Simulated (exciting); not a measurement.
# Nb: single point with PBE

Nb:

```
Nb
1.0
    -1.66395    1.66395    1.66395
     1.66395   -1.66395    1.66395
     1.66395    1.66395   -1.66395
Nb
1
Direct
  0.00000 0.00000 0.00000
```

- Program: exciting (release sodium)
- Task: single point
- Functional: PBE
- Potentials or basis: all-electron LAPW+lo, shipped species files, valence relativity iora*
- rgkmax: 9
- k mesh: 11 × 11 × 11
- Occupations: gaussian, width 0.012 eV
- Spin: no spin polarisation
- outputlevel: high
- gmaxvr (cutoff of density and potential): 14 1/bohr
- lmaxapw (and lmaxmat): 10
- lmaxvr: 8
- nempty: 12
- Valence relativity: iora*
- epsengy: 1e-05 Ha
- epspot: 1e-05 Ha
- maxscl: 60
- Muffin-tin radii: Nb 2.3 bohr

```yaml
Band_gap_on_the_k_mesh: none (metal or under the smearing width)
All_electrons_inside_the_program's_atomic_spheres: Nb 38.40 (radii Nb 2.3 bohr)
```

Levels at points of the mesh, in eV from the Fermi level:
| k point | band 3 | band 4 | band 5 | band 6 | band 7 | band 8 | band 9 | band 10 |
| --- | --- | --- | --- | --- | --- | --- | --- | --- |
| (0.00, 0.00, 0.00) | -29.68 | -29.68 | -5.79 | 0.43 | 0.43 | 0.43 | 3.27 | 3.27 |

It took 24 s on 1 thread of Arm Neoverse V2, on a shared host, peak memory 0.1 GiB.
